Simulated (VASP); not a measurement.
# GW on NaH: a test of the settings, part 2 of 2

How far does the GW correction to the gap of NaH depend on the settings? The starting structure is a measured crystal structure from the Crystallography Open Database. Cell and atoms stay as given.

VASP 6.6.1.

Results so far: G0W0 (response cutoff 100 eV, 4×4×4 mesh) 5.86 eV; G0W0 (response cutoff 160 eV, 4×4×4 mesh) 5.94 eV; G0W0 (response cutoff 240 eV, 4×4×4 mesh) 6.00 eV.

## 5. GW0 with iterated eigenvalues (response cutoff 160 eV, 4×4×4 mesh)

Level of this step: evGW0 on LDA; plane waves and PAW (Na_sv_GW, H_GW) (VASP).

It reads the orbitals and their derivatives (WAVECAR and WAVEDER) of a run with the empty bands, which follows a ground-state run; neither is shown.

Input file INCAR:

```
SYSTEM = NaH
PREC = Accurate
ENCUT = 400
ISMEAR = 0
SIGMA = 0.01
LREAL = .FALSE.
GGA = CA
NBANDS = 136
ALGO = EVGW0
NELMGW = 4
ENCUTGW = 160
NOMEGA = 40
PRECFOCK = Fast
NBANDSGW = 16
LWAVE = .FALSE.
LCHARG = .FALSE.
```

Input file POSCAR:

```
NaH
1.0
    0.0000000000      2.4400000000      2.4400000000
    2.4400000000      0.0000000000      2.4400000000
    2.4400000000      2.4400000000      0.0000000000
Na H
1 1
Direct
    0.0000000000      0.0000000000      0.0000000000
    0.5000000000      0.5000000000      0.5000000000
```

Input file KPOINTS:

```
Automatic mesh
0
Gamma
4 4 4
0 0 0
```

The projector-augmented-wave data sets are Na_sv_GW and H_GW (LDA family, release 64).

Run with:

```
$ mpirun -np 4 vasp_std
```

The program printed:

```text
[banner, memory and clock lines left out]
running    4 mpi-ranks, on    1 nodes
[...]
[... a notice as in an earlier step ...]

 LDA part: xc-table for (Slater(with rela. corr.)+CA(PZ))
 , standard interpolation
 found WAVECAR, reading the header
 POSCAR, INCAR and KPOINTS ok, starting setup
[...]
reading WAVECAR
 the WAVECAR file was read successfully
 initial charge from wavefunction
 available memory per node:    189.10 GB, setting MAXMEM to    193642

 The Fermi energy was updated, please check that it is located mid-gap
 values below the HOMO (VB) or above the LUMO (CB) will cause erroneous energies
 E-fermi :   0.3743

 calculate exact exchange contribution
 the WAVEDER file was read successfully
energies w=
    0.000    0.000    1.408    0.000    2.808    0.000    4.192    0.000
    5.556    0.000    6.893    0.000    8.203    0.000    9.484    0.000
   10.737    0.000   11.965    0.000   13.171    0.000   14.359    0.000
[...]
total number of BLAS operations         89.78 Gflops
NQ=   4    0.2500    0.2500    0.0000,
|.........|.........|.........|.........|.........|.........|.........|.........
 performed        833000 updates of chi_q(r,r)
 total number of BLAS operations        124.43 Gflops
NQ=   5    0.5000    0.2500    0.0000,
|.........|.........|.........|.........|.........|.........|.........|.........
 performed       1177000 updates of chi_q(r,r)
 total number of BLAS operations        172.51 Gflops
NQ=   6   -0.2500    0.2500    0.0000,
|.........|.........|.........|.........|.........|.........|.........|.........
 performed       1478000 updates of chi_q(r,r)
 total number of BLAS operations        215.81 Gflops
NQ=   7    0.5000    0.5000    0.0000,
|.........|.........|.........|.........|.........|.........|.........|.........
 performed       1657000 updates of chi_q(r,r)
 total number of BLAS operations        238.62 Gflops
NQ=   8   -0.2500    0.5000    0.2500,
|.........|.........|.........|.........|.........|.........|.........|.........
 performed       1906000 updates of chi_q(r,r)
 total number of BLAS operations        279.96 Gflops
 resolving degeneracies of screened two electron integrals

 calculate QP shifts <psi_nk| G(iteration)W_0 |psi_nk>: iteration 4
 entering main loop
```

It took 1.8 min on 4 MPI ranks of AMD EPYC 7R43, shared host; peak memory 0.55 GiB; 7.3 min of CPU time.

Parts of OUTCAR (step 5):

```text
 QP shifts <psi_nk| G(iteration)W_0 |psi_nk>: iteration 2
 k-point   1 :       0.0000    0.0000    0.0000
  band No. old QP-enery  QP-energies   sigma(KS)   T+V_ion+V_H  V^pw_x(r,r')   Z            occupation Imag(sigma)
    ...
      2     -28.5349     -29.7120     -34.8700       4.7369     -41.3139       0.7365       2.0000       0.5070
      3     -28.5349     -29.7120     -34.8700       4.7369     -41.3139       0.7365       2.0000       0.5070
      4     -28.5349     -29.7120     -34.8700       4.7369     -41.3139       0.7365       2.0000       0.5070
      5      -6.6403      -6.9934     -10.9296       3.8098     -13.5716       0.7364       2.0000       0.8060
      6       9.7900       9.9981      -9.3405      19.4054      -4.8379       0.7571       0.0000      -0.8467
      7      14.8299      15.0575      -5.4438      20.5492      -1.2388       0.8263       0.0000      -1.0963
      8      14.8299      15.0575      -5.4438      20.5492      -1.2388       0.8263       0.0000      -1.0963
      9      14.8299      15.0575      -5.4438      20.5492      -1.2388       0.8263       0.0000      -1.0963
    ...

 QP shifts <psi_nk| G(iteration)W_0 |psi_nk>: iteration 3
 k-point   1 :       0.0000    0.0000    0.0000
  band No. old QP-enery  QP-energies   sigma(KS)   T+V_ion+V_H  V^pw_x(r,r')   Z            occupation Imag(sigma)
    ...
      2     -29.7120     -30.0353     -34.8778       4.7369     -41.3139       0.7537       2.0000       0.5017
      3     -29.7120     -30.0353     -34.8778       4.7369     -41.3139       0.7537       2.0000       0.5017
      4     -29.7120     -30.0353     -34.8778       4.7369     -41.3139       0.7537       2.0000       0.5017
      5      -6.9934      -7.0674     -10.9037       3.8098     -13.5716       0.7368       2.0000       0.8176
      6       9.9981      10.0384      -9.3541      19.4054      -4.8379       0.7578       0.0000      -0.8523
      7      15.0575      15.0957      -5.4455      20.5492      -1.2388       0.8264       0.0000      -1.0988
      8      15.0575      15.0957      -5.4455      20.5492      -1.2388       0.8264       0.0000      -1.0988
      9      15.0575      15.0957      -5.4455      20.5492      -1.2388       0.8264       0.0000      -1.0988
    ...

 QP shifts <psi_nk| G(iteration)W_0 |psi_nk>: iteration 4
 k-point   1 :       0.0000    0.0000    0.0000
  band No. old QP-enery  QP-energies   sigma(KS)   T+V_ion+V_H  V^pw_x(r,r')   Z            occupation Imag(sigma)
    ...
      2     -30.0353     -30.1119     -34.8738       4.7369     -41.3139       0.7538       2.0000       0.5022
      3     -30.0353     -30.1119     -34.8738       4.7369     -41.3139       0.7538       2.0000       0.5022
      4     -30.0353     -30.1119     -34.8738       4.7369     -41.3139       0.7538       2.0000       0.5022
      5      -7.0674      -7.0827     -10.8980       3.8098     -13.5716       0.7369       2.0000       0.8207
      6      10.0384      10.0455      -9.3575      19.4054      -4.8379       0.7577       0.0000      -0.8539
      7      15.0957      15.1016      -5.4464      20.5492      -1.2388       0.8264       0.0000      -1.0990
      8      15.0957      15.1016      -5.4464      20.5492      -1.2388       0.8264       0.0000      -1.0990
      9      15.0957      15.1016      -5.4464      20.5492      -1.2388       0.8264       0.0000      -1.0990
    ...

[... 3 parts as in an earlier step ...]

[... 1 further part left out ...]
[key lines of the parts left out:]
E-fermi :   0.3743
```

GW0 with iterated eigenvalues (response cutoff 160 eV, 4×4×4 mesh): the quasiparticle gap on this mesh is 6.503 eV, +3.145 eV from the LDA gap on the same points, with 136 bands.

## 6. G0W0 (response cutoff 100 eV, 5×5×5 mesh)

It reads the orbitals and their derivatives (WAVECAR and WAVEDER) of a run with the empty bands, which follows a ground-state run; neither is shown.

INCAR: that of step 5 with these lines changed.

```diff
@@ -7,6 +7,6 @@
 GGA = CA
-NBANDS = 136
+NBANDS = 68
 ALGO = EVGW0
-NELMGW = 4
-ENCUTGW = 160
+NELMGW = 1
+ENCUTGW = 100
 NOMEGA = 40
```

POSCAR is that of step 5.

Input file KPOINTS:

```
Automatic mesh
0
Gamma
5 5 5
0 0 0
```

Run with:

```
$ mpirun -np 4 vasp_std
```

The program printed:

```text
[banner, memory and clock lines left out]
running    4 mpi-ranks, on    1 nodes
[...]
[... a notice as in an earlier step ...]

 LDA part: xc-table for (Slater(with rela. corr.)+CA(PZ))
 , standard interpolation
 found WAVECAR, reading the header
 POSCAR, INCAR and KPOINTS ok, starting setup
[...]
reading WAVECAR
 the WAVECAR file was read successfully
 initial charge from wavefunction
 available memory per node:    194.35 GB, setting MAXMEM to    199009

 The Fermi energy was updated, please check that it is located mid-gap
 values below the HOMO (VB) or above the LUMO (CB) will cause erroneous energies
 E-fermi :   0.6969

 calculate exact exchange contribution
 the WAVEDER file was read successfully
energies w=
    0.000    0.000    1.780    0.000    3.551    0.000    5.304    0.000
    7.032    0.000    8.730    0.000   10.395    0.000   12.026    0.000
   13.623    0.000   15.187    0.000   16.723    0.000   18.236    0.000
[...]
total number of BLAS operations         36.62 Gflops
NQ=   6   -0.4000    0.2000    0.0000,
|.........|.........|.........|.........|.........|.........|.........|.........
 performed       1402000 updates of chi_q(r,r)
 total number of BLAS operations         47.26 Gflops
NQ=   7   -0.2000    0.2000    0.0000,
|.........|.........|.........|.........|.........|.........|.........|.........
 performed       1665000 updates of chi_q(r,r)
 total number of BLAS operations         56.18 Gflops
NQ=   8    0.4000    0.4000    0.0000,
|.........|.........|.........|.........|.........|.........|.........|.........
 performed       1863000 updates of chi_q(r,r)
 total number of BLAS operations         62.68 Gflops
NQ=   9   -0.4000    0.4000    0.0000,
|.........|.........|.........|.........|.........|.........|.........|.........
 performed       2126000 updates of chi_q(r,r)
 total number of BLAS operations         73.31 Gflops
NQ=  10   -0.4000    0.4000    0.2000,
|.........|.........|.........|.........|.........|.........|.........|.........
 performed       2454000 updates of chi_q(r,r)
 total number of BLAS operations         85.84 Gflops
 resolving degeneracies of screened two electron integrals

 calculate QP shifts <psi_nk| G(iteration)W_0 |psi_nk>: iteration 1
 entering main loop
```

It took 39 s on 4 MPI ranks; peak memory 0.49 GiB; 2.5 min of CPU time.

OUTCAR, selected parts (step 6):

```text
 QP shifts <psi_nk| G(iteration)W_0 |psi_nk>: iteration 1
 for sc-GW calculations column KS-energies equals QP-energies in previous step
 and V_xc(KS)=  KS-energies - (<T + V_ion + V_H > + <T+V_H+V_ion>^1  + <V_x>^1)
 k-point   1 :       0.0000    0.0000    0.0000
  band No.  KS-energies  QP-energies   sigma(KS)   V_xc(KS)     V^pw_x(r,r')   Z            occupation Imag(sigma)
    ...
      2     -23.5354     -29.0793     -35.5198     -28.2715     -41.3109       0.7649       2.0000       0.4954
      3     -23.5354     -29.0793     -35.5198     -28.2715     -41.3109       0.7649       2.0000       0.4954
      4     -23.5354     -29.0793     -35.5198     -28.2715     -41.3109       0.7649       2.0000       0.4954
      5      -5.0064      -6.5899     -10.9661      -8.8169     -13.5711       0.7368       2.0000       0.8184
      6       8.8417       9.9906      -9.0619     -10.5659      -4.8401       0.7639       0.0000      -0.8719
      7      13.6607      14.9010      -5.3927      -6.8882      -1.2391       0.8294       0.0000      -1.1069
      8      13.6607      14.9010      -5.3927      -6.8882      -1.2391       0.8294       0.0000      -1.1069
      9      13.6607      14.9010      -5.3927      -6.8882      -1.2391       0.8294       0.0000      -1.1069
    ...

[... 1 part as in an earlier step ...]

[... 2 further parts left out ...]
[key lines of the parts left out:]
E-fermi :   0.6969
```

G0W0 (response cutoff 100 eV, 5×5×5 mesh): the quasiparticle gap on this mesh is 6.700 eV, +2.488 eV from the LDA gap on the same points, with 68 bands.

## 7. The runs compared

| run | LDA gap on the mesh (eV) | GW gap (eV) | correction (eV) | bands |
| --- | --- | --- | --- | --- |
| G0W0 (response cutoff 100 eV, 4×4×4 mesh) | 3.359 | 5.858 | 2.5 | 68 |
| G0W0 (response cutoff 160 eV, 4×4×4 mesh) | 3.359 | 5.941 | 2.582 | 136 |
| G0W0 (response cutoff 240 eV, 4×4×4 mesh) | 3.359 | 5.998 | 2.639 | 248 |
| GW0 with iterated eigenvalues (response cutoff 160 eV, 4×4×4 mesh) | 3.359 | 6.503 | 3.145 | 136 |
| G0W0 (response cutoff 100 eV, 5×5×5 mesh) | 4.212 | 6.7 | 2.488 | 68 |

## 8. Summary of results

```
gap, G0W0 (response cutoff 100 eV, 4×4×4 mesh)                          : 5.858 eV
gap, G0W0 (response cutoff 160 eV, 4×4×4 mesh)                          : 5.941 eV
gap, G0W0 (response cutoff 240 eV, 4×4×4 mesh)                          : 5.998 eV
gap, GW0 with iterated eigenvalues (response cutoff 160 eV, 4×4×4 mesh) : 6.503 eV
gap, G0W0 (response cutoff 100 eV, 5×5×5 mesh)                          : 6.700 eV
```

In words: The correction to the LDA gap of NaH is +2.500 eV at a response cutoff of 100 eV, +2.582 eV at a response cutoff of 160 eV, +2.639 eV at a response cutoff of 240 eV. The number of bands rises with the cutoff. On a 5×5×5 mesh in place of 4×4×4 the correction is +2.488 eV against +2.500 eV. The LDA gap lies between other k-points on the two meshes (-0.4000 0.4000 0.0000 to -0.4000 0.2000 0.0000 against -0.2500 0.5000 0.2500 to 0.5000 0.0000 0.0000), so the two corrections belong to different transitions. Iterating the eigenvalues in G raises the gap by +0.562 eV. From a response cutoff of 160 to 240 eV the correction still moves by +0.057 eV, so cutoff and bands aren't shown to be converged. The LDA gap along the bands, from another run on this structure, is 3.358 eV. On the 4×4×4 mesh it is 3.359 eV, so this mesh comes close to the edges. On the 5×5×5 mesh it is 4.212 eV, so this mesh misses the band edges. Further runs on this material are not shown.

[Lines on the potential files, build, host, timing and source positions are cut from VASP's logs without a mark.]

[Logs are printed without paths, hosts, clocks, repeated set-up lines and the standing remarks that a program may print on its own settings, such as how far it seeks lower states.]

[Hosts, paths, dates, database ids (printed as entryN), source tags and the programs' standing remarks are cut or masked in the printed files.]
